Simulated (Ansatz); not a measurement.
Runs of Ansatz 0.2.0 on Sn. Symmetry: Fd-3m, No. 227, cubic system. Conventional cell: a = 6.467 Å, b = 6.467 Å, c = 6.467 Å, α = 90.00°, β = 90.00°, γ = 90.00°. Sn (site symmetry -43m) has 4 Sn at 2.80 Å as nearest neighbours. This isn't the form of Sn at room conditions, which is tetragonal (white tin).

| task | level | spin | cell | k mesh | smearing | points for each segment of the path | gap on the mesh (eV) | pressure (GPa) | relaxed volume (Å³/atom) |
| --- | --- | --- | --- | --- | --- | --- | --- | --- | --- |
| relaxation of cell and atoms | PBEsol | off | relaxed | 7 × 7 × 7 | fermi-dirac 0.05 eV | - | - | 0.0 | (b) |
| relaxation of cell and atoms | PBE+D4 | off | relaxed | 7 × 7 × 7 | fermi-dirac 0.05 eV | - | none | 0.0 | 35.38 |
| relaxation of cell and atoms | PBEsol+D3(BJ) | off | relaxed | 7 × 7 × 7 | fermi-dirac 0.05 eV | - | - | 0.0 | (a) |
| relaxation of cell and atoms | LDA | off | relaxed | 7 × 7 × 7 | fermi-dirac 0.05 eV | - | none | 0.0 | 33.93 |
| relaxation of cell and atoms | PBE+D3(BJ) | off | relaxed | 7 × 7 × 7 | fermi-dirac 0.05 eV | - | - | 0.0 | 35.51 |
| band structure | LDA | SOC, no magnetisation | as given | 5 × 5 × 5 | fermi-dirac 0.05 eV | 14 | none | 0.3 | - |
| band structure | PBEsol | off | as given | 7 × 7 × 7 | fermi-dirac 0.05 eV | 14 | none | 1.5 | - |
| single point | PBE | off | as given | 7 × 7 × 7 | gaussian 0.026 eV | - | none | 3.8 | - |

Alike in all rows: potentials or basis Ansatz PAW; cutoff (eV) 420.

Q: Estimate the missing entries.

A: (a) 33.88; (b) 34.99.

Caveats: the plane-wave basis is chosen anew once the cell has moved, so the energies of steps on either side of that aren't comparable (some runs); the PAW data sets come from PBE, with cores solved anew for the run's functional, which leaves a small shift of forces and pressure (some runs); pairwise dispersion overbinds metals, which lowers pressure and volume (some runs); spin-orbit coupling is left out, which moves the levels of the heavy elements (some runs).

A k mesh can miss the band edges, and rows without SOC leave out spin-orbit coupling on Sn.

A gap of «none» marks a metal or a gap under the smearing width.
